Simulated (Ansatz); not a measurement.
Wanted: the native input for an Ansatz 0.2.0 run.

- Task: band structure
- Functional: r2SCAN
- Potentials or basis: Ansatz PAW
- Cutoff: 500 eV (not typed: the program's choice for these potentials)
- k mesh: 6 × 6 × 9
- Occupations: fermi-dirac, width 0.05 eV
- Spin: no spin polarisation
- Path: [["G", "M", "K", "G", "A", "L", "H", "A"], ["L", "M"], ["K", "H"]]
- Points for each segment of the path: 14

TaN:

```
Ta N
1.0
     5.19600    0.00000    0.00000
    -2.59800    4.49987    0.00000
     0.00000    0.00000    2.91100
Ta N
3 3
Direct
  0.00000 0.00000 0.00000
  0.66667 0.33333 0.50000
  0.33333 0.66667 0.50000
  0.00000 0.39285 0.00000
  0.60715 0.60715 0.00000
  0.39285 0.00000 0.00000
```

One way to write it, as run:

input.yaml

```yaml
crystal:
  lattice:
    - [5.196, 0.0, 0.0]
    - [-2.598, 4.4998679981, 0.0]
    - [0.0, 0.0, 2.911]
  atoms:
    - { symbol: Ta, position: [0.0, 0.0, 0.0] }
    - { symbol: Ta, position: [0.6666666667, 0.3333333333, 0.5] }
    - { symbol: Ta, position: [0.3333333333, 0.6666666667, 0.5] }
    - { symbol: "N", position: [0.0, 0.39285, 0.0] }
    - { symbol: "N", position: [0.60715, 0.60715, 0.0] }
    - { symbol: "N", position: [0.39285, 0.0, 0.0] }
hamiltonian:
  xc: r2scan
  pseudopotentials: { kind: paw }
kpoints:
  mp_grid: { grid: [6, 6, 9] }
  band_path:
    path:
      - [[0.0, 0.0, 0.0], [0.5, 0.0, 0.0], [0.3333333333, 0.3333333333, 0.0], [0.0, 0.0, 0.0], [0.0, 0.0, 0.5], [0.5, 0.0, 0.5], [0.3333333333, 0.3333333333, 0.5], [0.0, 0.0, 0.5]]
      - [[0.5, 0.0, 0.5], [0.5, 0.0, 0.0]]
      - [[0.3333333333, 0.3333333333, 0.0], [0.3333333333, 0.3333333333, 0.5]]
    npoints: 14
scf:
  occupations: { method: fermi_dirac, width: 0.05 }
  n_extra_bands: 15
output:
  forces: true
  stress: true
  eigenvalues: true
  fatbands: false
```

Potentials or basis: Ansatz PAW.

Run with:

```console
$ ansatz run input.yaml --threads 2 --pin off --max-ram 5632MiB --backend cpu --events-out ev --progress --plain --runs-dir out
```

It gave:

| Quantity | Value |
| --- | --- |
| Pressure | 0.3 GPa |
| Largest force | 0.031 eV/Å |
| Band gap on the k mesh | none (metal or under the smearing width) |

Caveat: spin-orbit coupling is left out, which moves the levels of the heavy elements; the PAW data sets come from PBE, with cores solved anew for the run's functional, which leaves a small shift of forces and pressure.

Wall time 11 s on 2 threads of Intel(R) Xeon(R) 6975P-C (Granite Rapids), on a shared host, peak memory 0.61 GiB.
